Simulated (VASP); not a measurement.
# SnTe (F-43m) in VASP: further runs

Runs on SnTe. Level: PBEsol. Tasks: single point.

Everything below comes from runs of VASP 6.6.1. Logs are shortened: lines on timing, memory, paths and dates and some standing lists are left out, and cuts for length are marked.

### Step 1. The structure

Symmetry: F-43m, No. 216, cubic system. The conventional cell has a = 7.222 Å, b = 7.222 Å, c = 7.222 Å, α = 90.00°, β = 90.00°, γ = 90.00°. Around Te (site symmetry -43m) lie 4 Sn at 3.13 Å. Around Sn (site symmetry -43m) lie 4 Te at 3.13 Å.

Measurements of this composition are mostly on another form, of space group No. 225.

### Step 2. Single point, PBEsol, spin-orbit coupling, no magnetisation

Input file INCAR:

```
SYSTEM = SnTe
ALGO = Normal
EDIFF = 1E-4
ENCUT = 350
GGA = PS
GGA_COMPAT = .False.
ISIF = 2
ISMEAR = 0
LASPH = .True.
LCHARG = .False.
LNONCOLLINEAR = .True.
LORBIT = 11
LREAL = .False.
LSORBIT = .True.
LWAVE = .False.
MAGMOM = 0 0 0 0 0 0
NBANDS = 36
NELM = 100
PREC = Accurate
SIGMA = 0.02
```

Input file KPOINTS:

```
k-points
0
Gamma
  6 6 6
  0 0 0
```

Input file POSCAR:

```
SnTe
1.0
    0.0000000000      3.6111460000      3.6111460000
    3.6111460000      0.0000000000      3.6111460000
    3.6111460000      3.6111460000      0.0000000000
Te Sn
1 1
Direct
    0.2500000000      0.2500000000      0.2500000000
    0.0000000000      0.0000000000      0.0000000000
```

Potentials or basis: VASP PAW PBE potentials, release 64 (Te, Sn_d).

Launch:

```bash
> cat potpaw_PBE.64/Te/POTCAR potpaw_PBE.64/Sn_d/POTCAR > POTCAR
> mpirun -np 1 vasp_ncl > vasp.out
```

OUTCAR:

```text
SYSTEM = SnTe
   EDIFF = 1E-4
   ENCUT = 350
   GGA = PS
   ISIF = 2
   ISMEAR = 0
   LASPH = .True.
   LNONCOLLINEAR = .True.
   LORBIT = 11
   LREAL = .False.
   LSORBIT = .True.
   NELM = 100
   PREC = Accurate

 Found     22 irreducible k-points:

 Following reciprocal coordinates:
            Coordinates               Weight
  0.000000  0.000000  0.000000      1.000000
  0.166667  0.000000  0.000000      4.000000
 -0.166667  0.000000  0.000000      4.000000
  0.333333  0.000000  0.000000      4.000000
 -0.333333  0.000000  0.000000      4.000000
  0.500000  0.000000  0.000000      4.000000
   k-points           NKPTS =     22   k-points in BZ     NKDIM =     22   number of bands    NBANDS=     36
   number of dos      NEDOS =    301   number of ions     NIONS =      2
   total plane-waves  NPLWV =  32768
   dimension x,y,z NGX =    32 NGY =   32 NGZ =   32
   dimension x,y,z NGXF=    64 NGYF=   64 NGZF=   64
   ions per type =               1   1
   NGX,Y,Z   is equivalent  to a cutoff of  10.42, 10.42, 10.42 a.u.
   NGXF,Y,Z  is equivalent  to a cutoff of  20.83, 20.83, 20.83 a.u.
 SYSTEM =  SnTe
   PREC   = accura    normal or accurate (medium, high low for compatibility)
   ISTART =      0    job   : 0-new  1-cont  2-samecut
   ICHARG =      2    charge: 1-file 2-atom 10-const
   ISPIN  =      1    spin polarized calculation?
   LNONCOLLINEAR =      T non collinear calculations
   LSORBIT =      T    spin-orbit coupling
   LASPH  =      T    aspherical Exc in radial PAW
   ENCUT  =  350.0 eV  25.72 Ry    5.07 a.u.   7.79  7.79  7.79*2*pi/ulx,y,z
   NELM   =    100;   NELMIN=  2; NELMDL= -5     # of ELM steps
   EDIFF  = 0.1E-03   stopping-criterion for ELM
   LREAL  =      F    real-space projection
   EDIFFG = 0.1E-02   stopping-criterion for IOM
   NSW    =      0    number of steps for IOM
   IBRION =     -1    ionic relax: 0-MD 1-quasi-New 2-CG
   NFREE  =      0    steps in history (QN), initial steepest desc. (CG)
   ISIF   =      2    stress and relaxation
   ISYM   =      2    0-nonsym 1-usesym 2-fastsym
   POTIM  = 0.5000    time-step for ionic-motion
   TEBEG  =    0.0;   TEEND  =   0.0 temperature during run
   PSTRESS=    0.0 pullay stress
   NELECT =      20.0000    total number of electrons
   NUPDOWN=      -1.0000    fix difference up-down
   EMIN   =  10.00;   EMAX   =-10.00  energy-range for DOS
   EFERMI =   0.00;   METHOD = LEGACY
   ISMEAR =     0;   SIGMA  =   0.02  broadening in eV -4-tet -1-fermi 0-gaus
   EFERMI_NEDOS =   21; number of points for ismear=-14 and -15
   IALGO  =     38    algorithm
   IMIX   =      4    mixing-type and parameters
     AMIX     =   0.40;   BMIX     =  1.00
     AMIX_MAG =   1.60;   BMIX_MAG =  1.00
  volume/ion in A,a.u.               =      47.09       317.78
  Fermi-wavevector in a.u.,A,eV,Ry     =   0.976704  1.845704 12.979296  0.953951
  Thomas-Fermi vector in A             =   2.107344
   LORBIT       =     11    0 simple, 1 ext, 2 COOP (PROOUT), +10 PAW based schemes
   GGA     = PS    functional components
   LHFCALC =     F    Hartree Fock is set to
   AEXX    =    0.0000 exact exchange contribution
   IVDW    =     0    specifies the selected vdW correction
   LEPSILON=     F    determine dielectric tensor
   LRPA    =     F    only Hartree local field effects (RPA)
 Gauss-broadening in eV      SIGMA  =   0.02
  energy-cutoff  :      350.00
  volume of cell :       94.18
 maximum number of plane-waves:      2840
   NGX = 15   NGY = 15   NGZ = 15

 number of electron      19.9999991 magnetization      -0.0000000     -0.0000000     -0.0000000

 number of electron      19.9999991 magnetization       0.0000000      0.0000000     -0.0000000

 number of electron      19.9999991 magnetization       0.0000000     -0.0000000     -0.0000000

 number of electron      19.9999991 magnetization       0.0000000      0.0000000      0.0000000

 Free energy of the ion-electron system (eV)
  ---------------------------------------------------
  ext. energy  EPLUGINS =         0.00000000
  ---------------------------------------------------
  free energy    TOTEN  =        -7.76356807 eV

  energy without entropy =       -7.76333344  energy(sigma->0) =       -7.76345075

 E-fermi :   3.0841     XC(G=0):  -7.6292

 val. band max:        3.0653584191   @ k =  -0.3333   0.5000   0.1667
 cond. band min:       3.0968291513   @ k =   0.5000   0.5000   0.0000
 fundamental gap:      0.0314707322
 Fermi energy:         3.0841250413

 k-point     1 :       0.0000    0.0000    0.0000
  band No.  band energies     occupation
      1     -19.2400      1.00000
      2     -19.2400      1.00000
      3     -19.2400      1.00000
      4     -19.2400      1.00000
      5     -18.2091      1.00000
      6     -18.2091      1.00000
[... 24 lines left out ...]
     31       9.4603      0.00000
     32       9.4603      0.00000

 k-point     2 :       0.1667    0.0000    0.0000
  band No.  band energies     occupation
      1     -19.2400      1.00000
      2     -19.2398      1.00000
      3     -19.2398      1.00000
      4     -19.2398      1.00000
      5     -18.2088      1.00000
      6     -18.2088      1.00000
[... 24 lines left out ...]
     31       8.9352      0.00000
     32       8.9429      0.00000

 k-point     3 :      -0.1667    0.0000    0.0000
  band No.  band energies     occupation
      1     -19.2400      1.00000
      2     -19.2398      1.00000
      3     -19.2398      1.00000
      4     -19.2398      1.00000
      5     -18.2088      1.00000
      6     -18.2088      1.00000
[... 24 lines left out ...]
     31       8.9352      0.00000
     32       8.9429      0.00000

 k-point     4 :       0.3333    0.0000    0.0000
  band No.  band energies     occupation
      1     -19.2399      1.00000
      2     -19.2397      1.00000
      3     -19.2397      1.00000
      4     -19.2397      1.00000
      5     -18.2085      1.00000
      6     -18.2085      1.00000
[... 24 lines left out ...]
     31       9.0890      0.00000
     32       9.1004      0.00000

 k-point     5 :      -0.3333    0.0000    0.0000
  band No.  band energies     occupation
      1     -19.2399      1.00000
      2     -19.2397      1.00000
      3     -19.2397      1.00000
      4     -19.2397      1.00000
      5     -18.2085      1.00000
      6     -18.2085      1.00000
[... 24 lines left out ...]
     31       9.0890      0.00000
     32       9.1004      0.00000

 k-point     6 :       0.5000    0.0000    0.0000
  band No.  band energies     occupation
      1     -19.2397      1.00000
      2     -19.2397      1.00000
      3     -19.2396      1.00000
      4     -19.2396      1.00000
      5     -18.2083      1.00000
      6     -18.2083      1.00000
[... 24 lines left out ...]
     31       9.8485      0.00000
     32       9.8485      0.00000

 [... further k-points ...]

 [bands above 32 left out]

------------------------ aborting loop because EDIFF is reached ----------------------------------------

  FORCE on cell =-STRESS in cart. coord.  units (eV):
  Direction    XX          YY          ZZ          XY          YZ          ZX
  --------------------------------------------------------------------------------------
  -------------------------------------------------------------------------------------
  Total       -0.8525219     -0.8525219     -0.8525219     -0.0000000      0.0000000      0.0000000
  in kB      -14.5027702    -14.5027702    -14.5027702     -0.0000000      0.0000000      0.0000000
  external PRESSURE =     -14.5027702 kB  Pullay stress =       0.0000000 kB

 VOLUME and BASIS-vectors are now :
 -----------------------------------------------------------------------------
  energy-cutoff  :      350.00
  volume of cell :       94.18
      direct lattice vectors                 reciprocal lattice vectors
     0.000000000  3.611146000  3.611146000    -0.138460201  0.138460201  0.138460201
     3.611146000  0.000000000  3.611146000     0.138460201 -0.138460201  0.138460201
     3.611146000  3.611146000  0.000000000     0.138460201  0.138460201 -0.138460201

 POSITION                                       TOTAL-FORCE (eV/Angst)
 -----------------------------------------------------------------------------------
      1.80557      1.80557      1.80557         0.000000      0.000000      0.000000
      0.00000      0.00000      0.00000        -0.000000     -0.000000     -0.000000
 -----------------------------------------------------------------------------------
    total drift:                                0.000000      0.000000      0.000000

  FREE ENERGIE OF THE ION-ELECTRON SYSTEM (eV)
  ---------------------------------------------------
  free  energy   TOTEN  =        -7.7635680719 eV

  energy  without entropy=       -7.7633334369  energy(sigma->0) =       -7.76345075

 Spin-Orbit-Coupling matrix elements

 Ion:    1  E_soc:     -0.2268495
 l=   1
     0.0000000    -0.0378076    -0.0378076
    -0.0378076     0.0000000    -0.0378076
    -0.0378076    -0.0378076     0.0000000
 l=   2
     0.0000000     0.0000085     0.0000000     0.0000085    -0.0000091
     0.0000085     0.0000000    -0.0000069     0.0000085    -0.0000023
     0.0000000    -0.0000069     0.0000000    -0.0000069     0.0000000
     0.0000085     0.0000085    -0.0000069     0.0000000    -0.0000023
    -0.0000091    -0.0000023     0.0000000    -0.0000023     0.0000000
 l=   3
     0.0000000     0.0000000     0.0000000     0.0000000     0.0000000     0.0000000     0.0000000
     0.0000000     0.0000000     0.0000000     0.0000000     0.0000000     0.0000000     0.0000000
     0.0000000     0.0000000     0.0000000     0.0000000     0.0000000     0.0000000     0.0000000
     0.0000000     0.0000000     0.0000000     0.0000000     0.0000000     0.0000000     0.0000000
     0.0000000     0.0000000     0.0000000     0.0000000     0.0000000     0.0000000     0.0000000
     0.0000000     0.0000000     0.0000000     0.0000000     0.0000000     0.0000000     0.0000000
     0.0000000     0.0000000     0.0000000     0.0000000     0.0000000     0.0000000     0.0000000

 Ion:    2  E_soc:     -0.1054535
 l=   1
     0.0000000    -0.0114306    -0.0114306
    -0.0114306     0.0000000    -0.0114306
    -0.0114306    -0.0114306     0.0000000
 l=   2
     0.0000000    -0.0012449     0.0000000    -0.0012449    -0.0049001
    -0.0012449     0.0000000    -0.0036751    -0.0012449    -0.0012250
     0.0000000    -0.0036751     0.0000000    -0.0036751     0.0000000
    -0.0012449    -0.0012449    -0.0036751     0.0000000    -0.0012250
    -0.0049001    -0.0012250     0.0000000    -0.0012250     0.0000000
 l=   3
     0.0000000     0.0000000     0.0000000     0.0000000     0.0000000     0.0000000     0.0000000
     0.0000000     0.0000000     0.0000000     0.0000000     0.0000000     0.0000000     0.0000000
     0.0000000     0.0000000     0.0000000     0.0000000     0.0000000     0.0000000     0.0000000
     0.0000000     0.0000000     0.0000000     0.0000000     0.0000000     0.0000000     0.0000000
     0.0000000     0.0000000     0.0000000     0.0000000     0.0000000     0.0000000     0.0000000
     0.0000000     0.0000000     0.0000000     0.0000000     0.0000000     0.0000000     0.0000000
     0.0000000     0.0000000     0.0000000     0.0000000     0.0000000     0.0000000     0.0000000

 total charge

# of ion       s       p       d       tot
------------------------------------------
    1        1.394   1.944   0.016   3.354
    2        1.391   0.703   9.957  12.050
--------------------------------------------------
tot          2.785   2.646   9.973  15.404

 magnetization (x)

# of ion       s       p       d       tot
------------------------------------------
    1       -0.000  -0.000   0.000  -0.000
    2        0.000  -0.000   0.000  -0.000
--------------------------------------------------
tot          0.000  -0.000   0.000  -0.000

 magnetization (y)

# of ion       s       p       d       tot
------------------------------------------
    1       -0.000   0.000   0.000  -0.000
    2       -0.000  -0.000  -0.000  -0.000
--------------------------------------------------
tot         -0.000  -0.000   0.000  -0.000

 magnetization (z)

# of ion       s       p       d       tot
------------------------------------------
    1        0.000  -0.000   0.000  -0.000
    2        0.000   0.000  -0.000   0.000
--------------------------------------------------
tot          0.000  -0.000  -0.000  -0.000
```

Run time: 89 s. Hardware: 1 thread of Intel Xeon Platinum 8375C at 2.90GHz (Ice Lake), shared host; peak memory 0.32 GiB.

These settings aren't checked as converged: the numbers below hold their error.

What came out:

| Item | Value |
| --- | --- |
| Free energy | -7.7636 eV |
| Pressure | -1.5 GPa |
| Valence electrons inside the program's atomic spheres | Te 3.35; Sn 12.05 |

Caveat: the PAW data sets were made with another functional, which shifts forces and pressure a little.

### Step 3. Single point, PBEsol, spin-orbit coupling, no magnetisation

Changes to INCAR since step 2:

```diff
@@ -2,3 +2,3 @@
 ALGO = Normal
-EDIFF = 1E-4
+EDIFF = 1E-7
 ENCUT = 350
@@ -8,3 +8,3 @@
 ISMEAR = 0
-LASPH = .True.
+LASPH = .False.
 LCHARG = .False.
```

KPOINTS is that of step 2.

POSCAR is that of step 2.

Potentials or basis: VASP PAW PBE potentials, release 64 (Te, Sn_d).

Launch:

```bash
> cat potpaw_PBE.64/Te/POTCAR potpaw_PBE.64/Sn_d/POTCAR > POTCAR
> mpirun -np 1 vasp_ncl > vasp.out
```

It took 1.8 min on 1 thread of Intel Xeon Platinum 8375C at 2.90GHz (Ice Lake), shared host; peak memory 0.32 GiB.

These settings aren't checked as converged: the numbers below hold their error.

Results:

```yaml
Free_energy: -7.7634 eV
Pressure: -1.5 GPa
Valence_electrons_inside_the_program's_atomic_spheres: Te 3.35; Sn 12.05
```

Caveat: the PAW data sets were made with another functional, which shifts forces and pressure a little.

### Step 4. The reference run

An earlier run on the cell as given: functional PBEsol; potentials or basis VASP PAW PBE potentials, release 64 (Te, Sn_d); cutoff 520 eV; k mesh 7 × 7 × 7; occupations fermi-dirac, width 0.05 eV; no spin polarisation.

- Pressure: -1.4 GPa
- Band gap on the k mesh: 0.28 eV, indirect (least direct gap 0.79 eV)
